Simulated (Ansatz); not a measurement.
Given:

Starting cell, CaF2 (fluorite):

```
CELL_PARAMETERS angstrom
      0.00000     2.75548     2.75548
      2.75548     0.00000     2.75548
      2.75548     2.75548     0.00000
ATOMIC_POSITIONS crystal
  Ca 0.00000 0.00000 0.00000
  F  0.25000 0.25000 0.25000
  F  0.75000 0.75000 0.75000
```

Scan: atom 3 (F, nearest neighbour Ca at 2.386 Å; its periodic images, 3.9 Å or more away, move with it) is displaced along Cartesian [110], direction (0.707, 0.707, 0.000) in Cartesian axes, by s. The other atoms stay.

Computed with PBE (plane waves to 420 eV, PAW, scalar-relativistic; Ansatz, a program for electronic structure). k mesh 8×8×8 (Γ-centred), Fermi-Dirac smearing 0.05 eV. E stands for the smeared free energy. CaF2 was relaxed with its symmetry unable to fall. The zero of ΔE is the undisplaced structure.

The scan covers s from -0.240 to 0.240 Å in 11 points.

Question: Is this a single well or a double well?

Answer: A single well with its minimum at or next to zero displacement.

Question: Is the energy the same for equal positive and negative displacements?

Answer: Even: the same for both signs. With its periodic images moving along, the atom's site symmetry in this cell is -43m.

Question: What is the force constant k = d²E/ds² of this move at s = 0?

Answer: 4.20 eV/Å².

(A displaced cell: forces are minus the slopes of the energy, force constants its curvatures, and phonons follow from these.)
